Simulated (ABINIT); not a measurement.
# GaP (F-43m) in ABINIT: a series of runs

One crystal, GaP, is run at these levels: PBE0, r2SCAN; tasks: equation of state.

Program: ABINIT 10.8.3 (patched build). These are calculated values, not measurements. Logs are shortened: lines on timing, memory, paths and dates and some standing lists are left out, and cuts for length are marked. The log counts tension as positive stress, the text compression.

**Measured values to compare with.**

From “Phosphorous dimerization in GaP at high pressure”, 2017, arxiv:1709.06667, for a bulk crystal of GaP: bulk modulus 87.5 ± 0.6 GPa.

The results are compared with them further down.

### 1 Starting point

Symmetry: F-43m, No. 216, cubic system. Conventional cell: a = 5.451 Å, b = 5.451 Å, c = 5.451 Å, α = 90.00°, β = 90.00°, γ = 90.00°. Ga (site symmetry -43m) has 4 P at 2.36 Å as nearest neighbours. Around P (site symmetry -43m) lie 4 Ga at 2.36 Å.

### 2 Equation of state, PBE0

run.abi

```
# Datasets: one volume each
ndtset 7
scalecart1 3*0.9795861087
scalecart2 3*0.9864848297
scalecart3 3*0.9932883884
scalecart4 3*1.0000000000
scalecart5 3*1.0066227096
scalecart6 3*1.0131594038
scalecart7 3*1.0196128224

# Pseudopotentials
pp_dirpath "./"
pseudos "31_Ga_13_1.9_2.4_pbe_n_v1.0.psp8, 15_P_5_1.8_1.9_pbe_n_v1.0.psp8"

# Structure
acell 3*1.0
rprim
     0.0000000000     5.1499761211     5.1499761211
     5.1499761211     0.0000000000     5.1499761211
     5.1499761211     5.1499761211     0.0000000000
ntypat 2
znucl 31 15
natom 2
typat 1 2
xred
     0.0000000000     0.0000000000     0.0000000000
     0.7500000000     0.7500000000     0.7500000000

# Plane-wave basis
ecut 30.0

# k points
kptopt 1
ngkpt 3 3 3
nshiftk 1
shiftk 0.0 0.0 0.0

# Exchange and correlation
ixc 41

# Bands and occupations
nband 11
occopt 1

# SCF cycle
nstep 60
diemac 6.0
toldfe 1.0e-7

# Output
iomode 3
prtwf 0
prtden 0
prteig 0
prtebands 0
enunit 1
```

Potentials or basis: SPMS NC PBE v1.0.

Command:

```bash
$ mpirun --bind-to none -np 4 abinit run.abi > log 2>&1
```

run.abo:

```text
.Version 10.8.3 of ABINIT
 DATASET    1 : space group F-4 3 m (#216); Bravais cF (face-center cubic)
================================================================================
 Values of the parameters that define the memory need for DATASET  1.
     intxc =       0    ionmov =       0      iscf =       7    lmnmax =       6
     lnmax =       6     mgfft =      36  mpssoang =       3    mqgrid =    3001
     natom =       2  nloc_mem =       1    nspden =       1   nspinor =       1
    nsppol =       1      nsym =      24    n1xccc =    2501    ntypat =       2
    occopt =       1   xclevel =       2
       mpw =        2016          nfft =       46656          nkpt =           4
================================================================================
================================================================================
[... 61 lines left out ...]
 DATASET    7 : space group F-4 3 m (#216); Bravais cF (face-center cubic)
================================================================================
 Values of the parameters that define the memory need for DATASET  7.
     intxc =       0    ionmov =       0      iscf =       7    lmnmax =       6
     lnmax =       6     mgfft =      40  mpssoang =       3    mqgrid =    3001
     natom =       2  nloc_mem =       1    nspden =       1   nspinor =       1
    nsppol =       1      nsym =      24    n1xccc =    2501    ntypat =       2
    occopt =       1   xclevel =       2
       mpw =        2301          nfft =       64000          nkpt =           4
================================================================================
================================================================================

--------------------------------------------------------------------------------
------------- Echo of variables that govern the present computation ------------
--------------------------------------------------------------------------------
 -outvars: echo values of preprocessed input variables --------
            acell      1.0000000000E+00  1.0000000000E+00  1.0000000000E+00 Bohr
              amu      6.97230000E+01  3.09737620E+01
           diemac      6.00000000E+00
             ecut      3.00000000E+01 Hartree
           enunit           1
              ixc          41
           jdtset        1    2    3    4    5    6    7
         kptrlatt        3    0    0      0    3    0      0    0    3
          kptrlen1     2.14034649E+01
          kptrlen2     2.15541985E+01
          kptrlen3     2.17028529E+01
          kptrlen4     2.18494982E+01
          kptrlen5     2.19942011E+01
          kptrlen6     2.21370246E+01
          kptrlen7     2.22780286E+01
            natom           2
            nband          11
          nbandhf           9
           ndtset           7
            ngfft1         36      36      36
            ngfft2         36      36      36
            ngfft3         36      36      36
            ngfft4         36      36      36
            ngfft5         40      40      40
            ngfft6         40      40      40
            ngfft7         40      40      40
             nkpt           4
           nkpthf          27
            nstep          60
             nsym          24
           ntypat           2
           prtden           0
        prtebands           0
           prteig           0
            prtwf           0
            rprim1     0.0000000000E+00  5.0448450684E+00  5.0448450684E+00
                       5.0448450684E+00  0.0000000000E+00  5.0448450684E+00
                       5.0448450684E+00  5.0448450684E+00  0.0000000000E+00
            rprim2     0.0000000000E+00  5.0803733168E+00  5.0803733168E+00
                       5.0803733168E+00  0.0000000000E+00  5.0803733168E+00
                       5.0803733168E+00  5.0803733168E+00  0.0000000000E+00
            rprim3     0.0000000000E+00  5.1154114816E+00  5.1154114816E+00
                       5.1154114816E+00  0.0000000000E+00  5.1154114816E+00
                       5.1154114816E+00  5.1154114816E+00  0.0000000000E+00
            rprim4     0.0000000000E+00  5.1499761211E+00  5.1499761211E+00
                       5.1499761211E+00  0.0000000000E+00  5.1499761211E+00
                       5.1499761211E+00  5.1499761211E+00  0.0000000000E+00
            rprim5     0.0000000000E+00  5.1840829174E+00  5.1840829174E+00
                       5.1840829174E+00  0.0000000000E+00  5.1840829174E+00
                       5.1840829174E+00  5.1840829174E+00  0.0000000000E+00
            rprim6     0.0000000000E+00  5.2177467364E+00  5.2177467364E+00
                       5.2177467364E+00  0.0000000000E+00  5.2177467364E+00
                       5.2177467364E+00  5.2177467364E+00  0.0000000000E+00
            rprim7     0.0000000000E+00  5.2509816881E+00  5.2509816881E+00
                       5.2509816881E+00  0.0000000000E+00  5.2509816881E+00
                       5.2509816881E+00  5.2509816881E+00  0.0000000000E+00
          spgroup         216
           toldfe      1.00000000E-07 Hartree
            typat      1  2
          usefock           1
           xangst1     0.0000000000E+00  0.0000000000E+00  0.0000000000E+00
                       4.0044255614E+00  4.0044255614E+00  4.0044255614E+00
           xangst2     0.0000000000E+00  0.0000000000E+00  0.0000000000E+00
                       4.0326266704E+00  4.0326266704E+00  4.0326266704E+00
           xangst3     0.0000000000E+00  0.0000000000E+00  0.0000000000E+00
                       4.0604387679E+00  4.0604387679E+00  4.0604387679E+00
           xangst4     0.0000000000E+00  0.0000000000E+00  0.0000000000E+00
                       4.0878749972E+00  4.0878749972E+00  4.0878749972E+00
           xangst5     0.0000000000E+00  0.0000000000E+00  0.0000000000E+00
                       4.1149478062E+00  4.1149478062E+00  4.1149478062E+00
           xangst6     0.0000000000E+00  0.0000000000E+00  0.0000000000E+00
                       4.1416689950E+00  4.1416689950E+00  4.1416689950E+00
           xangst7     0.0000000000E+00  0.0000000000E+00  0.0000000000E+00
                       4.1680497635E+00  4.1680497635E+00  4.1680497635E+00
            xcart1     0.0000000000E+00  0.0000000000E+00  0.0000000000E+00
                       7.5672676025E+00  7.5672676025E+00  7.5672676025E+00
            xcart2     0.0000000000E+00  0.0000000000E+00  0.0000000000E+00
                       7.6205599752E+00  7.6205599752E+00  7.6205599752E+00
            xcart3     0.0000000000E+00  0.0000000000E+00  0.0000000000E+00
                       7.6731172224E+00  7.6731172224E+00  7.6731172224E+00
            xcart4     0.0000000000E+00  0.0000000000E+00  0.0000000000E+00
                       7.7249641816E+00  7.7249641816E+00  7.7249641816E+00
            xcart5     0.0000000000E+00  0.0000000000E+00  0.0000000000E+00
                       7.7761243761E+00  7.7761243761E+00  7.7761243761E+00
            xcart6     0.0000000000E+00  0.0000000000E+00  0.0000000000E+00
                       7.8266201047E+00  7.8266201047E+00  7.8266201047E+00
            xcart7     0.0000000000E+00  0.0000000000E+00  0.0000000000E+00
                       7.8764725322E+00  7.8764725322E+00  7.8764725322E+00
             xred      0.0000000000E+00  0.0000000000E+00  0.0000000000E+00
                       7.5000000000E-01  7.5000000000E-01  7.5000000000E-01
            znucl       31.00000   15.00000

================================================================================

 chkinp: Checking input parameters for consistency, jdtset=   1.

 chkinp: Checking input parameters for consistency, jdtset=   2.
[... 32 lines left out ...]
 getcut: wavevector=  0.0000  0.0000  0.0000  ngfft=  36  36  36
         ecut(hartree)=     30.000   => boxcut(ratio)=   2.04651

--- Pseudopotential description ------------------------------------------------
- pspini: atom type   1  psp file is ./31_Ga_13_1.9_2.4_pbe_n_v1.0.psp8
    8   11    2    4       600   0.00000      pspcod,pspxc,lmax,lloc,mmax,r2well
    5.99000000000000    5.00000000000000    0.00000000000000   rchrg,fchrg,qchrg
     nproj     2     2     2
     extension_switch     1

- pspini: atom type   2  psp file is ./15_P_5_1.8_1.9_pbe_n_v1.0.psp8
    8   11    2    4       600   0.00000      pspcod,pspxc,lmax,lloc,mmax,r2well
    5.99000000000000    5.00000000000000    0.00000000000000   rchrg,fchrg,qchrg
     nproj     2     2     2
     extension_switch     1

   7.16118639E+02                                ecore*ucvol(ha*bohr**3)
--------------------------------------------------------------------------------

================================================================================

--- !BeginCycle
iteration_state: {dtset: 1, }
solver: {iscf: 7, nstep: 60, nline: 4, wfoptalg: 0, }
tolerances: {toldfe: 1.00E-07, }
...
[... 646 lines left out ...]
 getcut: wavevector=  0.0000  0.0000  0.0000  ngfft=  40  40  40
         ecut(hartree)=     30.000   => boxcut(ratio)=   2.21283

 getcut : COMMENT -
  Note that boxcut > 2.2 ; recall that boxcut=Gcut(box)/Gcut(sphere) = 2
  is sufficient for exact treatment of convolution.
  Such a large boxcut is a waste : you could raise ecut
  e.g. ecut=   36.724498 Hartrees makes boxcut=2

--------------------------------------------------------------------------------

================================================================================

--- !BeginCycle
iteration_state: {dtset: 5, }
solver: {iscf: 7, nstep: 60, nline: 4, wfoptalg: 0, }
tolerances: {toldfe: 1.00E-07, }
...
[... 452 lines left out ...]
-Cartesian components of stress tensor (GPa)         [Pressure= -6.0663E+00 GPa]
- sigma(1 1)=  6.06630321E+00  sigma(3 2)=  0.00000000E+00
- sigma(2 2)=  6.06630321E+00  sigma(3 1)=  0.00000000E+00
- sigma(3 3)=  6.06630321E+00  sigma(2 1)=  0.00000000E+00

== END DATASET(S) ==============================================================
================================================================================

 -outvars: echo values of variables after computation  --------
            acell      1.0000000000E+00  1.0000000000E+00  1.0000000000E+00 Bohr
           etotal1    -8.0346351572E+01
           etotal2    -8.0347301429E+01
           etotal3    -8.0347803759E+01
           etotal4    -8.0347913939E+01
           etotal5    -8.0347658776E+01
           etotal6    -8.0347147739E+01
           etotal7    -8.0346422009E+01
            fcart1    -2.1349676247E-28 -2.1349676247E-28  6.4049028741E-28
                       2.1349676247E-28  2.1349676247E-28 -6.4049028741E-28
            fcart2     4.2400745855E-28  4.2400745855E-28 -1.2720223756E-27
                      -4.2400745855E-28 -4.2400745855E-28  1.2720223756E-27
            fcart3    -0.0000000000E+00 -0.0000000000E+00 -0.0000000000E+00
                      -0.0000000000E+00 -0.0000000000E+00 -0.0000000000E+00
            fcart4     4.1827692554E-28  4.1827692554E-28 -1.2548307766E-27
                      -4.1827692554E-28 -4.1827692554E-28  1.2548307766E-27
            fcart5    -2.0776251199E-28 -2.0776251199E-28  6.2328753596E-28
                       2.0776251199E-28  2.0776251199E-28 -6.2328753596E-28
[... 38 lines left out ...]
                       0.0000000000E+00  0.0000000000E+00  0.0000000000E+00
           xangst1     0.0000000000E+00  0.0000000000E+00  0.0000000000E+00
                       4.0044255614E+00  4.0044255614E+00  4.0044255614E+00
           xangst2     0.0000000000E+00  0.0000000000E+00  0.0000000000E+00
                       4.0326266704E+00  4.0326266704E+00  4.0326266704E+00
           xangst3     0.0000000000E+00  0.0000000000E+00  0.0000000000E+00
                       4.0604387679E+00  4.0604387679E+00  4.0604387679E+00
           xangst4     0.0000000000E+00  0.0000000000E+00  0.0000000000E+00
                       4.0878749972E+00  4.0878749972E+00  4.0878749972E+00
           xangst5     0.0000000000E+00  0.0000000000E+00  0.0000000000E+00
                       4.1149478062E+00  4.1149478062E+00  4.1149478062E+00
           xangst6     0.0000000000E+00  0.0000000000E+00  0.0000000000E+00
                       4.1416689950E+00  4.1416689950E+00  4.1416689950E+00
           xangst7     0.0000000000E+00  0.0000000000E+00  0.0000000000E+00
                       4.1680497635E+00  4.1680497635E+00  4.1680497635E+00
             xred      0.0000000000E+00  0.0000000000E+00  0.0000000000E+00
                       7.5000000000E-01  7.5000000000E-01  7.5000000000E-01
 Calculation completed.
```

Run time: 16 min. Hardware: 4 MPI ranks of Arm Neoverse V2, shared host; peak memory 0.48 GiB.

What came out:

```yaml
Equilibrium_volume: "20.15 Å³/atom (rough: see the caveat)"
Bulk_modulus: 92 GPa (rough)
```

Energy against volume, from the lowest point:
```tsv
volume (Å³/atom)	energy (meV/atom)
19.026	21.26
19.431	8.33
19.836	1.50
20.240	0.00
20.645	3.47
21.050	10.42
21.455	20.30
```

Caveat: the k mesh is coarse (spacing up to 0.67 Å⁻¹), so the values aren't converged, least of all with exact exchange; exact exchange is summed on a coarse mesh, which widens gaps by tenths of an eV; the cutoff is too short for stress, so the log's stress isn't used; pressures at fixed basis lie under the slope of the energies; the fit is doubtful: noisy points or a state that changes with volume; the potentials were made for another functional, which shifts forces and pressure.

### 3 Equation of state, r2SCAN

run.abi

```
ndtset 7
getwfk -1
scalecart1 3*0.9795861087
scalecart2 3*0.9864848297
scalecart3 3*0.9932883884
scalecart4 3*1.0000000000
scalecart5 3*1.0066227096
scalecart6 3*1.0131594038
scalecart7 3*1.0196128224

pp_dirpath "./"
pseudos "Ga.GGA_PBE-JTH.xml, P.GGA_PBE-JTH.xml"

acell 3*1.0 Angstrom
rprim
     0.0000000000     2.7252500000     2.7252500000
     2.7252500000     0.0000000000     2.7252500000
     2.7252500000     2.7252500000     0.0000000000
ntypat 2
znucl 31 15
natom 2
typat 1 2
xred
     0.0000000000     0.0000000000     0.0000000000
     0.7500000000     0.7500000000     0.7500000000

ecut 24.0
pawecutdg 46.0

kptopt 1
ngkpt 8 8 8
nshiftk 1
shiftk 0.0 0.0 0.0

ixc -497498
usekden 1
pawxcdev 0

nband 13
occopt 3
tsmear 0.05 eV

nstep 100
tolvrs 1.0e-7

iomode 3
prtwf 1
prtden 0
prteig 0
prtebands 0
enunit 1
```

Potentials or basis: JTH PAW PBE v2.0.

Command:

```bash
$ abinit run.abi > log 2>&1
```

It took 6 min on 1 thread of Arm Neoverse V1, shared host; peak memory 0.19 GiB.

It converged, with:

| Property | Result |
| --- | --- |
| Equilibrium volume | 20.20 Å³/atom |
| Bulk modulus | 87 GPa |
| Pressure derivative of the bulk modulus | 4.4 |

Energy against volume, from the lowest point:
| volume (Å³/atom) | energy (meV/atom) |
| --- | --- |
| 19.026 | 20.84 |
| 19.431 | 8.66 |
| 19.836 | 1.86 |
| 20.240 | 0.00 |
| 20.645 | 2.49 |
| 21.050 | 8.92 |
| 21.455 | 18.84 |

Caveat: pressures at fixed basis lie under the slope of the energies; the PAW data sets were made with another functional, which shifts forces and pressure a little.

### 4 How close it comes

Step 3. Measured bulk modulus of GaP: 87.5 GPa (“Phosphorous dimerization in GaP at high pressure”, 2017, arxiv:1709.06667). This calculation gives 87 GPa (-0.4 %). The fit is for a static lattice scaled at fixed shape and fixed fractional positions.
